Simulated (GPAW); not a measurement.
# Ce (Im-3m) in GPAW: notebook, part 2 of 2

GPAW 26.7.0. Earlier steps stand in the parts before.

## Step 3: Band structure, SCAN, collinear spin, ferromagnetic start

File run.py:

```python
from ase import Atoms
from ase.dft.bandgap import bandgap
from ase.io import write
from ase.units import GPa
from gpaw import GPAW, PW

atoms = Atoms(['Ce'],
              cell=[[-1.9432985503, 1.9432985503, 1.9432985503],
                    [1.9432985503, -1.9432985503, 1.9432985503],
                    [1.9432985503, 1.9432985503, -1.9432985503]],
              scaled_positions=[[0.0, 0.0, 0.0]],
              pbc=True)
atoms.set_initial_magnetic_moments([1.0])

calc = GPAW(mode=PW(800),
            xc='MGGA_X_SCAN+MGGA_C_SCAN',
            kpts={'size': (10, 10, 10), 'gamma': True},
            occupations={'name': 'fermi-dirac', 'width': 0.05},
            nbands=17,
            convergence={'density': 1e-05, 'energy': 1e-05},
            maxiter=150,
            txt='gpaw.txt')
atoms.calc = calc
energy = atoms.get_potential_energy()
forces = atoms.get_forces()
stress = atoms.get_stress()
calc.write('gs.gpw')
write('result.traj', atoms)
print(f'Energy: {energy:.6f} eV')
print('Forces (eV/A):')
print(forces.round(4))
print('Stress (GPa):', (stress / GPa).round(3))
print('Moments:', calc.get_magnetic_moments().round(3))
print('Fermi level:', round(calc.get_fermi_level(), 4), 'eV')
print(f'Gap: {bandgap(calc)[0]:.4f} eV, direct: {bandgap(calc, direct=True)[0]:.4f} eV')

path = atoms.cell.bandpath('GHNGPH,PN', npoints=80, eps=1e-4)
bs_calc = calc.fixed_density(kpts=path, symmetry='off', nbands=26,
                             convergence={'bands': 'CBM+6.0', 'eigenstates': 1e-6}, txt='bands.txt')
bs = bs_calc.band_structure()
bs.write('bs.json')
print(f'Gap on the path: {bandgap(bs_calc)[0]:.4f} eV')
```

Potentials or basis: GPAW PAW data sets (gpaw-data 1.2.1), pw.

Started as:

```
$ OMP_NUM_THREADS=1 python run.py
```

gpaw.txt:

```text
__  _  _
 | _ |_)|_||  |
 |__||  | ||/\| - 26.7.0

Input parameters:
  mode=PW(ecut=800.0),
  convergence={'density': 1e-05, 'energy': 1e-05},
  kpts=MonkhorstPack(size=(10, 10, 10), gamma=True),
  maxiter=150,
  nbands=17,
  occupations=Occupations(name='fermi-dirac', width=0.05),
  xc=XC(name='MGGA_X_SCAN+MGGA_C_SCAN')

Diagonalizing LCAO Hamiltonian
Converting LCAO to pw mode

       Ce

Atoms  # Å, Bohr magnetons
|   | symbol |        x |        y |        z |    initial magnetic moments |
|---|--------|----------|----------|----------|-----------------------------|
| 0 |     Ce | 0.000000 | 0.000000 | 0.000000 | ( 0.0000,  0.0000,  1.0000) |

Unit cell  # Å
| periodic |         x |         y |         z |  lengths |     angles |
|----------|-----------|-----------|-----------|----------|------------|
|      yes | -1.943299 |  1.943299 |  1.943299 | 3.365892 | 109.471221 |
[... 213 lines left out ...]
Eigenvalues  # (at kpt = [0.000, 0.000, 0.000])
| band index |      eig [eV] | occ [0-1] |      eig [eV] | occ [0-1] |
|------------|---------------|-----------|---------------|-----------|
|          0 |       -23.946 |     1.000 |       -23.534 |     1.000 |
|          1 |        -4.997 |     1.000 |        -4.571 |     1.000 |
|          2 |        -4.997 |     1.000 |        -4.571 |     1.000 |
|          3 |        -4.997 |     1.000 |        -4.571 |     1.000 |
|          4 |         8.199 |     1.000 |         9.457 |     1.000 |
|          5 |        12.083 |     0.815 |        13.129 |     0.000 |
|          6 |        12.083 |     0.815 |        13.129 |     0.000 |
|          7 |        12.083 |     0.815 |        13.129 |     0.000 |
|          8 |        13.001 |     0.000 |        13.778 |     0.000 |
|          9 |        13.001 |     0.000 |        13.778 |     0.000 |
|         10 |        13.001 |     0.000 |        13.778 |     0.000 |
|         11 |        13.020 |     0.000 |        14.156 |     0.000 |
|         12 |        13.385 |     0.000 |        14.779 |     0.000 |
|         13 |        13.385 |     0.000 |        14.779 |     0.000 |
|        ... |               |           |               |           |
|         16 |        16.670 |     0.000 |        16.845 |     0.000 |

No gap
No difference between direct/indirect transitions

Forces  # eV/Ang
|       x |        y |        z |
|---------|----------|----------|
| 0.00000 | -0.00000 | -0.00000 |  # Ce   0

Stress tensor  # eV/Ang^3
|        x |         y |         z |
|----------|-----------|-----------|
| 0.003292 |  0.000000 |  0.000000 |
| 0.000000 |  0.003292 | -0.000000 |
| 0.000000 | -0.000000 |  0.003292 |

# Writing to gs.gpw (mode='')
```

stdout:

```text
Energy: -34.393858 eV
Forces (eV/A):
[[ 0. -0. -0.]]
Stress (GPa): [ 0.527  0.527  0.527 -0.     0.     0.   ]
Moments: [0.957]
Fermi level: 12.1578 eV
Gap: 0.0000 eV, direct: 0.0000 eV
Gap on the path: 0.0000 eV
```

It took 6.3 min on 1 thread of Intel Xeon Platinum 8375C at 2.90GHz (Ice Lake), shared host; peak memory 1.1 GiB.

Results:

- Free energy: -34.4106 eV
- Pressure: -0.5 GPa
- Band gap along the path: none (metal or under the smearing width)
- Net moment: 1.70 μB per cell
- Site moments: Ce +0.96 μB

Levels at the corners of the path, in eV from the Fermi level:
Spin up:
```csv
point,band 3,band 4,band 5,band 6,band 7,band 8,band 9,band 10,band 11,band 12
Γ,-17.15,-17.15,-3.96,-0.07,-0.07,-0.07,0.84,0.84,0.84,0.86
H,-18.74,-18.74,-3.06,-3.06,0.00,0.48,0.48,0.48,0.81,0.81
N,-17.89,-17.20,-2.83,-1.01,-0.01,0.23,0.31,0.60,0.73,0.77
Γ,-17.15,-17.15,-3.96,-0.07,-0.07,-0.07,0.84,0.84,0.84,0.86
P,-18.45,-18.45,0.11,0.11,0.11,0.24,0.56,0.56,0.56,0.72
H,-18.74,-18.74,-3.06,-3.06,0.00,0.48,0.48,0.48,0.81,0.81
P,-18.45,-18.45,0.11,0.11,0.11,0.24,0.56,0.56,0.56,0.72
N,-17.89,-17.20,-2.83,-1.01,-0.01,0.23,0.31,0.60,0.73,0.77
```
Spin down:
| point | band 2 | band 3 | band 4 | band 5 | band 6 | band 7 | band 8 | band 9 |
| --- | --- | --- | --- | --- | --- | --- | --- | --- |
| Γ | -16.73 | -16.73 | -16.73 | -2.70 | 0.97 | 0.97 | 0.97 | 1.62 |
| H | -18.13 | -18.13 | -18.13 | -2.43 | -2.43 | 1.18 | 1.23 | 1.23 |
| N | -18.92 | -17.37 | -16.80 | -1.72 | 0.40 | 0.94 | 1.07 | 1.33 |
| Γ | -16.73 | -16.73 | -16.73 | -2.70 | 0.97 | 0.97 | 0.97 | 1.62 |
| P | -17.92 | -17.92 | -17.92 | 1.12 | 1.12 | 1.12 | 1.44 | 1.58 |
| H | -18.13 | -18.13 | -18.13 | -2.43 | -2.43 | 1.18 | 1.23 | 1.23 |
| P | -17.92 | -17.92 | -17.92 | 1.12 | 1.12 | 1.12 | 1.44 | 1.58 |
| N | -18.92 | -17.37 | -16.80 | -1.72 | 0.40 | 0.94 | 1.07 | 1.33 |

Caveat: one-centre terms of the f shell are cut off; the magnetic or orbital state may not be the lowest; the PAW data sets were made with another functional, which shifts forces and pressure a little; spin-orbit coupling is left out, which moves the levels of the heavy elements.

## Step 4: Band structure, TPSS, collinear spin, ferromagnetic start

Changes to run.py since step 3:

```diff
@@ -15,3 +15,3 @@
 calc = GPAW(mode=PW(800),
-            xc='MGGA_X_SCAN+MGGA_C_SCAN',
+            xc='MGGA_X_TPSS+MGGA_C_TPSS',
             kpts={'size': (10, 10, 10), 'gamma': True},
@@ -20,2 +20,3 @@
             convergence={'density': 1e-05, 'energy': 1e-05},
+            eigensolver='davidson',
             maxiter=150,
```

Started as:

```
$ OMP_NUM_THREADS=1 python run.py
```

Wall time 6.7 min (1 thread of Intel Xeon Platinum 8375C at 2.90GHz (Ice Lake), shared host); peak memory 1.1 GiB.

Results (log left out):

```
Free energy             : -8.3748 eV
Pressure                : -2.8 GPa
Band gap along the path : none (metal or under the smearing width)
Net moment              : 0.75 μB per cell
Site moments            : Ce +0.52 μB
```

Levels at the corners of the path, in eV from the Fermi level:
Spin up:
```tsv
point	band 3	band 4	band 5	band 6	band 7	band 8	band 9	band 10
Γ	-16.66	-16.66	-3.13	0.02	0.02	0.02	0.73	0.73
H	-18.10	-18.10	-2.53	-2.53	0.08	0.37	0.37	0.37
N	-17.32	-16.70	-2.19	-0.48	0.05	0.23	0.32	0.61
Γ	-16.66	-16.66	-3.13	0.02	0.02	0.02	0.73	0.73
P	-17.82	-17.82	0.32	0.36	0.36	0.36	0.58	0.58
H	-18.10	-18.10	-2.53	-2.53	0.08	0.37	0.37	0.37
P	-17.82	-17.82	0.32	0.36	0.36	0.36	0.58	0.58
N	-17.32	-16.70	-2.19	-0.48	0.05	0.23	0.32	0.61
```
Spin down:
| point | band 2 | band 3 | band 4 | band 5 | band 6 | band 7 | band 8 | band 9 |
| --- | --- | --- | --- | --- | --- | --- | --- | --- |
| Γ | -16.39 | -16.39 | -16.39 | -2.86 | 0.41 | 0.41 | 0.41 | 1.08 |
| H | -17.83 | -17.83 | -17.83 | -2.32 | -2.32 | 0.49 | 0.71 | 0.71 |
| N | -18.54 | -17.05 | -16.43 | -1.94 | -0.20 | 0.43 | 0.58 | 0.72 |
| Γ | -16.39 | -16.39 | -16.39 | -2.86 | 0.41 | 0.41 | 0.41 | 1.08 |
| P | -17.55 | -17.55 | -17.55 | 0.70 | 0.70 | 0.70 | 0.74 | 0.98 |
| H | -17.83 | -17.83 | -17.83 | -2.32 | -2.32 | 0.49 | 0.71 | 0.71 |
| P | -17.55 | -17.55 | -17.55 | 0.70 | 0.70 | 0.70 | 0.74 | 0.98 |
| N | -18.54 | -17.05 | -16.43 | -1.94 | -0.20 | 0.43 | 0.58 | 0.72 |

Caveat: one-centre terms of the f shell are cut off; the magnetic or orbital state may not be the lowest; the PAW data sets were made with another functional, which shifts forces and pressure a little; spin-orbit coupling is left out, which moves the levels of the heavy elements. The state reached can hang on the start; a lower one may exist.

## Step 5: The runs side by side

| level | eigensolver | pressure (GPa) | moment (μB) |
| --- | --- | --- | --- |
| r2SCAN | - | -0.1 | 1.52 |
| SCAN | - | -0.5 | 1.70 |
| TPSS | davidson | -2.8 | 0.75 |

Alike in all rows: task band structure; potentials or basis GPAW PAW data sets (gpaw-data 1.2.1), pw; spin collinear, ferromagnetic start; cell as given; k mesh 10 × 10 × 10; cutoff (eV) 800; smearing fermi-dirac 0.05 eV.

The pressure there spans -2.8 GPa (TPSS) to -0.1 GPa (r2SCAN); a positive pressure means that this level wants a larger cell, a negative one a smaller.

Caveats: one-centre terms of the f shell are cut off; the magnetic or orbital state may not be the lowest; the PAW data sets were made with another functional, which shifts forces and pressure a little; spin-orbit coupling is left out, which moves the levels of the heavy elements.

Absolute energies hang on the potentials; compare differences alone.
